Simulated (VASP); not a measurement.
# Sc (P6_3/mmc) in VASP: notebook

One crystal, Sc, is run at these levels: PBEsol; tasks: relaxation of cell and atoms, electrostatic potential.

Everything below comes from runs of VASP 6.6.1. Logs are shortened: lines on timing, memory, paths and dates and some standing lists are left out, and cuts for length are marked.

### Step 1. Starting point

It takes space group P6_3/mmc (No. 194, hexagonal). Conventional cell: a = 3.270 Å, b = 3.270 Å, c = 5.090 Å, α = 90.00°, β = 90.00°, γ = 120.00°. Sc (site symmetry -6m2) has 12 Sc at 3.17 to 3.27 Å as nearest neighbours.

The cell was built by a generator and needn't be a form met in nature.

### Step 2. Relaxation of cell and atoms, PBEsol

INCAR

```
SYSTEM = Sc
PREC     = Accurate       ! precision mode
ENCUT    = 600            ! plane-wave cutoff, eV
EDIFF    = 1E-6           ! SCF threshold, eV
ISMEAR   = 1              ! smearing method
SIGMA    = 0.1            ! smearing width, eV
LREAL    = .FALSE.        ! projectors in reciprocal space
LASPH    = .TRUE.         ! aspherical terms in the spheres
NELM     = 120            ! most SCF steps
ALGO     = Fast           ! electronic algorithm
ISIF     = 3              ! what is computed and relaxed
LWAVE    = .FALSE.        ! write WAVECAR
LCHARG   = .FALSE.        ! write CHGCAR
GGA      = PS             ! functional
IBRION   = 2              ! ionic algorithm
NSW      = 60             ! ionic steps
EDIFFG   = -0.005         ! ionic threshold
```

KPOINTS

```
Automatic mesh
0
G
  14 14 8
  0 0 0
```

POSCAR

```
Sc
1.0
    3.2700000000      0.0000000000      0.0000000000
   -1.6350000000      2.8319030700      0.0000000000
    0.0000000000      0.0000000000      5.0900000000
Sc
2
Direct
    0.3333333300      0.6666666700      0.2500000000
    0.6666666700      0.3333333300      0.7500000000
```

Potentials or basis: VASP PAW PBE potentials, release 64 (Sc_sv).

Run with:

```
$ cat potpaw_PBE.64/Sc_sv/POTCAR > POTCAR
$ mpirun -np 1 vasp_std > vasp.out
```

OUTCAR:

```text
SYSTEM = Sc
   PREC = Accurate
   ENCUT = 600
   EDIFF = 1E-6
   ISMEAR = 1
   LREAL = .FALSE.
   LASPH = .TRUE.
   NELM = 120
   ISIF = 3
   GGA = PS
   IBRION = 2
   NSW = 60
   EDIFFG = -0.005

 ion  position               nearest neighbor table
   1  0.333  0.667  0.250-   2 3.17   2 3.17   2 3.17   2 3.17   2 3.17   2 3.17
   2  0.667  0.333  0.750-   1 3.17   1 3.17   1 3.17   1 3.17   1 3.17   1 3.17

  LATTYP: Found a hexagonal cell.
 ALAT       =     3.2700000000
 C/A-ratio  =     1.5565749235

  Lattice vectors:

 A1 = (   3.2700000000,   0.0000000000,   0.0000000000)
 A2 = (  -1.6350000000,   2.8319030700,   0.0000000000)
 A3 = (   0.0000000000,   0.0000000000,   5.0900000000)

Analysis of symmetry for initial positions (statically):
=====================================================================
 Subroutine PRICEL returns:
 Original cell was already a primitive cell.

 Routine SETGRP: Setting up the symmetry group for a
 hexagonal supercell.

 Subroutine GETGRP returns: Found 24 space group operations
 (whereof 12 operations were pure point group operations)
 out of a pool of 24 trial point group operations.

The static configuration has the point symmetry D_3d.
 The point group associated with its full space group is D_6h.

Analysis of symmetry for dynamics (positions and initial velocities):
=====================================================================
 Subroutine PRICEL returns:
 Original cell was already a primitive cell.

 Routine SETGRP: Setting up the symmetry group for a
 hexagonal supercell.

 Subroutine GETGRP returns: Found 24 space group operations
 (whereof 12 operations were pure point group operations)
 out of a pool of 24 trial point group operations.

The dynamic configuration has the point symmetry D_3d.
 The point group associated with its full space group is D_6h.

 Subroutine INISYM returns: Found 24 space group operations
 (whereof 12 operations are pure point group operations),
 and found     1 'primitive' translations

----------------------------------------------------------------------------------------

                                     Primitive cell

  volume of cell :      47.1350

  direct lattice vectors                    reciprocal lattice vectors
     3.270000000  0.000000000  0.000000000     0.305810398  0.176559715  0.000000000
    -1.635000000  2.831903070  0.000000000     0.000000000  0.353119431  0.000000000
     0.000000000  0.000000000  5.090000000     0.000000000  0.000000000  0.196463654

  length of vectors
     3.270000000  3.270000000  5.090000000     0.353119431  0.353119431  0.196463654

  position of ions in fractional coordinates (direct lattice)
     0.333333330  0.666666670  0.250000000
     0.666666670  0.333333330  0.750000000

  ion indices of the primitive-cell ions
   primitive index   ion index
                 1           1
                 2           2

----------------------------------------------------------------------------------------

 KPOINTS: Automatic mesh

Automatic generation of k-mesh.
 Grid dimensions read from file:
 generate k-points for:   14   14    8

 Generating k-lattice:

  Cartesian coordinates                     Fractional coordinates (reciprocal lattice)
     0.021843600  0.012611408  0.000000000     0.071428571  0.000000000  0.000000000
     0.000000000  0.025222816  0.000000000     0.000000000  0.071428571  0.000000000
     0.000000000  0.000000000  0.024557957     0.000000000  0.000000000  0.125000000

  Length of vectors
     0.025222816  0.025222816  0.024557957

  Shift w.r.t. Gamma in fractional coordinates (k-lattice)
     0.000000000  0.000000000  0.000000000

 Subroutine IBZKPT returns following result:
 ===========================================

 Found    120 irreducible k-points:

 Following reciprocal coordinates:
            Coordinates               Weight
  0.000000  0.000000  0.000000      1.000000
  0.071429  0.000000  0.000000      6.000000
  0.142857  0.000000  0.000000      6.000000
  0.214286  0.000000  0.000000      6.000000
  0.285714 -0.000000  0.000000      6.000000
  0.357143  0.000000  0.000000      6.000000
[... 16 lines left out ...]
  0.285714  0.285714  0.000000      6.000000
  0.357143  0.285714  0.000000      6.000000
 [... further k-points ...]
   k-points           NKPTS =    120   k-points in BZ     NKDIM =    120   number of bands    NBANDS=     15
   number of dos      NEDOS =    301   number of ions     NIONS =      2
   total plane-waves  NPLWV =  32928
   dimension x,y,z NGX =    28 NGY =   28 NGZ =   42
   dimension x,y,z NGXF=    56 NGYF=   56 NGZF=   84
   ions per type =               2
   NGX,Y,Z   is equivalent  to a cutoff of  14.24, 14.24, 13.72 a.u.
   NGXF,Y,Z  is equivalent  to a cutoff of  28.47, 28.47, 27.44 a.u.
 SYSTEM =  Sc
   PREC   = accura    normal or accurate (medium, high low for compatibility)
   ISTART =      0    job   : 0-new  1-cont  2-samecut
   ICHARG =      2    charge: 1-file 2-atom 10-const
   ISPIN  =      1    spin polarized calculation?
   LNONCOLLINEAR =      F non collinear calculations
   LSORBIT =      F    spin-orbit coupling
   LASPH  =      T    aspherical Exc in radial PAW
   ENCUT  =  600.0 eV  44.10 Ry    6.64 a.u.   6.53  6.53 10.17*2*pi/ulx,y,z
   NELM   =    120;   NELMIN=  2; NELMDL= -5     # of ELM steps
   EDIFF  = 0.1E-05   stopping-criterion for ELM
   LREAL  =      F    real-space projection
   EDIFFG = -.5E-02   stopping-criterion for IOM
   NSW    =     60    number of steps for IOM
   IBRION =      2    ionic relax: 0-MD 1-quasi-New 2-CG
   NFREE  =      1    steps in history (QN), initial steepest desc. (CG)
   ISIF   =      3    stress and relaxation
   ISYM   =      2    0-nonsym 1-usesym 2-fastsym
   POTIM  = 0.5000    time-step for ionic-motion
   TEBEG  =    0.0;   TEEND  =   0.0 temperature during run
   PSTRESS=    0.0 pullay stress
   NELECT =      22.0000    total number of electrons
   NUPDOWN=      -1.0000    fix difference up-down
   EMIN   =  10.00;   EMAX   =-10.00  energy-range for DOS
   EFERMI =   0.00;   METHOD = LEGACY
   ISMEAR =     1;   SIGMA  =   0.10  broadening in eV -4-tet -1-fermi 0-gaus
   EFERMI_NEDOS =   21; number of points for ismear=-14 and -15
   IALGO  =     68    algorithm
   IMIX   =      4    mixing-type and parameters
     AMIX     =   0.40;   BMIX     =  1.00
     AMIX_MAG =   1.60;   BMIX_MAG =  1.00
  volume/ion in A,a.u.               =      23.57       159.04
  Fermi-wavevector in a.u.,A,eV,Ry     =   1.269895  2.399753 21.941202  1.612633
  Thomas-Fermi vector in A             =   2.402911
   LORBIT       =      0    0 simple, 1 ext, 2 COOP (PROOUT), +10 PAW based schemes
   GGA     = PS    functional components
   LHFCALC =     F    Hartree Fock is set to
   AEXX    =    0.0000 exact exchange contribution
   IVDW    =     0    specifies the selected vdW correction
   LEPSILON=     F    determine dielectric tensor
   LRPA    =     F    only Hartree local field effects (RPA)
 conjugate gradient relaxation of ions
 non-spin polarized calculation
 RMM-DIIS sequential band-by-band and
 Methfessel and Paxton  Order N= 1 SIGMA  =   0.10
  energy-cutoff  :      600.00
  volume of cell :       47.14
 maximum number of plane-waves:      1616
 NGX is ok and might be reduce to    28
   NGX = 13   NGY = 13   NGZ = 21

--------------------------------------- Ionic step        1  -------------------------------------------

 number of electron      21.9999999 magnetization

 Free energy of the ion-electron system (eV)
  ---------------------------------------------------
  ext. energy  EPLUGINS =         0.00000000
  ---------------------------------------------------
  free energy    TOTEN  =       -13.21213403 eV

  energy without entropy =      -13.21386269  energy(sigma->0) =      -13.21271025

------------------------ aborting loop because EDIFF is reached ----------------------------------------

  FORCE on cell =-STRESS in cart. coord.  units (eV):
  Direction    XX          YY          ZZ          XY          YZ          ZX
  --------------------------------------------------------------------------------------
  -------------------------------------------------------------------------------------
  Total        0.0864273      0.0864273     -0.0336562      0.0000000      0.0000000      0.0000000
  in kB        2.9377693      2.9377693     -1.1440145      0.0000000      0.0000000      0.0000000
  external PRESSURE =       1.5771747 kB  Pullay stress =       0.0000000 kB
[... 201 lines left out ...]
  energy  without entropy=      -13.2140223079  energy(sigma->0) =      -13.21292418

--------------------------------------- Ionic step        7  -------------------------------------------

 number of electron      21.9999999 magnetization

 Free energy of the ion-electron system (eV)
  ---------------------------------------------------
  ext. energy  EPLUGINS =         0.00000000
  ---------------------------------------------------
  free energy    TOTEN  =       -13.21239669 eV

  energy without entropy =      -13.21404620  energy(sigma->0) =      -13.21294652

 E-fermi :   3.8233     XC(G=0): -10.1621

 val. band max:        3.8161694843   @ k =   0.3571   0.2857   0.5000
 cond. band min:       3.8261921019   @ k =   0.2143   0.0000   0.2500
 fundamental gap:      0.0100226177
 Fermi energy:         3.8233229693

 k-point     1 :       0.0000    0.0000    0.0000
  band No.  band energies     occupation
      1     -45.2762      2.00000
      2     -45.1877      2.00000
      3     -24.2394      2.00000
      4     -23.8399      2.00000
      5     -23.8399      2.00000
      6     -23.7607      2.00000
      7     -23.7607      2.00000
      8     -23.7248      2.00000
      9      -1.3925      2.00000
     10       2.1247      2.00000
     11       4.5792     -0.00000
     12       5.4514     -0.00000
     13       5.4514     -0.00000
     14       5.7627     -0.00000
     15       5.9380      0.00000
[... 397 lines left out ...]
 k-point    24 :       0.3571    0.2857    0.0000
  band No.  band energies     occupation
      1     -45.1923      2.00000
      2     -45.1851      2.00000
      3     -24.0950      2.00000
      4     -24.0103      2.00000
      5     -24.0086      2.00000
      6     -23.9565      2.00000
      7     -23.9152      2.00000
      8     -23.9118      2.00000
      9       2.9357      2.00000
     10       3.1431      2.00000
     11       3.2325      2.00000
     12       3.2548      2.00000
     13       4.8578     -0.00000
     14       4.9289     -0.00000
     15       6.0150      0.00000

 [... further k-points ...]
[... 5 lines left out ...]
  --------------------------------------------------------------------------------------
  -------------------------------------------------------------------------------------
  Total        0.0075563      0.0075563      0.0019491      0.0000000      0.0000000      0.0000000
  in kB        0.2561096      0.2561096      0.0660612      0.0000000      0.0000000      0.0000000
  external PRESSURE =       0.1927601 kB  Pullay stress =       0.0000000 kB
[... 17 lines left out ...]
  FREE ENERGIE OF THE ION-ELECTRON SYSTEM (eV)
  ---------------------------------------------------
  free  energy   TOTEN  =       -13.2123966878 eV

  energy  without entropy=      -13.2140461977  energy(sigma->0) =      -13.21294652

 reached required accuracy - stopping structural energy minimisation
```

Run time: 5.2 min. Hardware: 1 thread of Intel Xeon Platinum 8259CL at 2.50GHz (Skylake/Cascade Lake), shared host; peak memory 0.25 GiB.

What came out:

```yaml
Free_energy: -13.2124 eV
Relaxed_volume: 23.64 Å³/atom
Relaxed_cell: a = 3.278 Å, b = 3.278 Å, c = 5.080 Å, α = 90.00°, β = 90.00°, γ = 120.00°
Space_group_after_relaxing_to_0.05_Å: P6_3/mmc (No. 194)
Energy_gained_by_relaxing: 0.1 meV/atom
Ionic_steps: 7
Pressure_after_relaxing: 0.0 GPa
Band_gap_on_the_k_mesh: none (metal or under the smearing width)
```

Step by step:
| step | energy change (eV) | largest force (eV/Å) | pressure (GPa) | volume (Å³) |
| --- | --- | --- | --- | --- |
| 1 | 0.0000 | 0.0000 | 0.16 | 47.14 |
| 2 | -0.0002 | 0.0000 | -0.03 | 47.29 |
| 3 | -0.0002 | 0.0000 | -0.05 | 47.31 |
| 4 | -0.0002 | 0.0000 | -0.09 | 47.34 |
| 5 | -0.0002 | 0.0000 | -0.05 | 47.32 |
| 6 | -0.0002 | 0.0000 | -0.06 | 47.32 |
| 7 | -0.0003 | 0.0000 | 0.02 | 47.27 |

Final structure:
```xyz
2
Lattice="3.2779 0.0000 0.0000 -1.6390 2.8388 0.0000 0.0000 0.0000 5.0800" Properties=species:S:1:pos:R:3 pbc="T T T"
Sc    0.0000    1.8925    1.2700
Sc    1.6390    0.9463    3.8100
```

Levels at points of the mesh, in eV from the Fermi level:
```csv
k point,band 7,band 8,band 9,band 10,band 11,band 12,band 13,band 14,band 15
"(0.00, 0.00, 0.00)",-27.58,-27.55,-5.22,-1.70,0.76,1.63,1.63,1.94,2.11
"(0.50, 0.00, 0.00)",-27.68,-27.63,-1.66,-1.12,-0.73,-0.33,1.35,1.37,1.96
"(0.00, 0.00, 0.50)",-27.62,-27.62,-3.61,-3.61,1.02,1.02,1.53,1.53,1.53
"(0.50, 0.00, 0.50)",-27.67,-27.67,-1.54,-1.54,0.08,0.08,1.36,1.36,2.45
```

Caveat: the PAW data sets were made with another functional, which shifts forces and pressure a little.

### Step 3. Electrostatic potential, PBEsol

This run uses another cell than the first one, of 23.64 Å³/atom, 1.003 times its volume.

INCAR

```
ALGO = Fast
EDIFF = 1E-6
ENCUT = 520
GGA = PS
ISIF = 2
ISMEAR = 1
LASPH = True
LCHARG = True
LREAL = False
LVHAR = True
LWAVE = False
NELM = 60
PREC = Accurate
SIGMA = 0.1
```

KPOINTS

```
k-points
0
Gamma
  14 14 8
```

POSCAR

```
Sc                                      
1.0
    3.2779440438      0.0000000000      0.0000000000
   -1.6389720219      2.8387828137      0.0000000000
    0.0000000000      0.0000000000      5.0799770638
  Sc            
     2
Direct
     0.3333333300000021    0.6666666699999979    0.2500000000000000
     0.6666666699999979    0.3333333300000021    0.7500000000000000
```

Potentials or basis: VASP PAW PBE potentials, release 64 (Sc_sv).

Run with:

```
$ cat potpaw_PBE.64/Sc_sv/POTCAR > POTCAR
$ mpirun -np 1 vasp_std > vasp.out
```

Wall time 68 s (1 thread of Intel Xeon Platinum 8259CL at 2.50GHz (Skylake/Cascade Lake), shared host); peak memory 0.2 GiB.

It converged, with:

```yaml
Free_energy: -13.2115 eV
Pressure: -0.1 GPa
Band_gap_on_the_k_mesh: none (metal or under the smearing width)
```

Levels at points of the mesh, in eV from the Fermi level:
```tsv
k point	band 9	band 10	band 11	band 12	band 13	band 14
(0.00, 0.00, 0.00)	-5.22	-1.70	0.76	1.63	1.63	1.95
(0.50, 0.00, 0.00)	-1.66	-1.12	-0.73	-0.33	1.35	1.37
(0.00, 0.00, 0.50)	-3.61	-3.61	1.02	1.02	1.53	1.53
(0.50, 0.00, 0.50)	-1.54	-1.54	0.08	0.08	1.36	1.36
```

Caveat: the PAW data sets were made with another functional, which shifts forces and pressure a little.
